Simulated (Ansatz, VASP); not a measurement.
This is a calculation of InP for Ansatz 0.2.0.

input.yaml

```yaml
crystal:
  lattice:
    - [0.0, 2.9690636329, 2.9690636329]
    - [2.9690636329, 0.0, 2.9690636329]
    - [2.9690636329, 2.9690636329, 0.0]
  atoms:
    - { symbol: In, position: [0.0, 0.0, 0.0] }
    - { symbol: P, position: [0.75, 0.75, 0.75] }
hamiltonian:
  xc: { exchange: slater, correlation: vwn5 }
  pseudopotentials: { kind: paw }
kpoints:
  mp_grid: { grid: [8, 8, 8] }
scf:
  occupations: { method: fermi_dirac, width: 0.05 }
output:
  forces: true
  stress: true
  eigenvalues: true
```

Potentials or basis: Ansatz PAW.

Command:

```bash
$ ansatz run input.yaml --threads 2 --pin off --max-ram 5120MiB --backend cpu --events-out ev --progress --plain --runs-dir out
```

Q: Translate it to VASP 6.6.1. Potentials there: VASP PAW PBE potentials, release 64 (In_d, P).

A: As run (the cutoff follows the program's own potentials):

File INCAR:

```
PREC = Accurate
ENCUT = 520
EDIFF = 1E-7
ISMEAR = -1
SIGMA = 0.05
LREAL = False
LASPH = True
NELM = 80
ALGO = Normal
ISIF = 2
LWAVE = False
LCHARG = True
GGA = VW
LELF = True
LVHAR = True
NBANDS = 16
```

File KPOINTS:

```
Automatic mesh
0
Gamma
  8 8 8
```

File POSCAR:

```
InP
1.0
    0.0000000000      2.9690636329      2.9690636329
    2.9690636329      0.0000000000      2.9690636329
    2.9690636329      2.9690636329      0.0000000000
In P
1 1
Direct
    0.0000000000      0.0000000000      0.0000000000
    0.7500000000      0.7500000000      0.7500000000
```

Potentials or basis: VASP PAW PBE potentials, release 64 (In_d, P).

Command:

```bash
$ cat potpaw_PBE.64/In_d/POTCAR potpaw_PBE.64/P/POTCAR > POTCAR
$ mpirun -np 1 vasp_std > vasp.out
```

Both were run:

|  | VASP | Ansatz | Ansatz less VASP |
| --- | --- | --- | --- |
| gap on the k mesh at the Fermi level (eV) | 0.27 | 0.27 | -0.001 |
| least direct gap on the mesh (eV) | 0.27 | 0.27 | -0.001 |
| pressure (GPa) | -3.6 | -3.6 | -0.02 |

With one functional, cell and mesh, what is left measures potentials, basis and numerics.

Caveats: spin-orbit coupling is left out, which moves the levels of the heavy elements; the PAW data sets were made with another functional, which shifts forces and pressure a little (VASP); the PAW data sets come from PBE, with cores solved anew for the run's functional, which leaves a small shift of forces and pressure (Ansatz).
